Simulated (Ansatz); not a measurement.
Start from ZrO2 (space group P4_2/nmc, No. 137; a = 3.584 Å, c = 5.179 Å). Axes: x, y, z lie along a, b, c of the conventional cell.

Calculations: PBEsol (Ansatz, an electronic-structure program), no spin-orbit coupling, earlier PAW set.

Before the change:

The electron mass is 2.1 mₑ along c, 0.57 mₑ across (at Γ) and the pressure is 0.0 kbar.

The change: tensor shear ε_xz = −0.76 % (engineering shear γ = -0.0152); the atoms relax in the strained cell.

Q: Predict the new electron mass and pressure.

A: The electron mass changes from 2.1 mₑ along c, 0.57 mₑ across (at Γ) to 2.1 mₑ along z, 0.57 mₑ across (at Γ); the pressure (mean of the normal stresses, compression positive) goes from zero to 0.7 kbar.

The levels and masses belong to the bands next to the band gap. Masses are band curvatures over ±0.01 Å⁻¹ around the edge. Stability against distortions was not tested. This is not the structure that ZrO2 has at room temperature and ambient pressure.
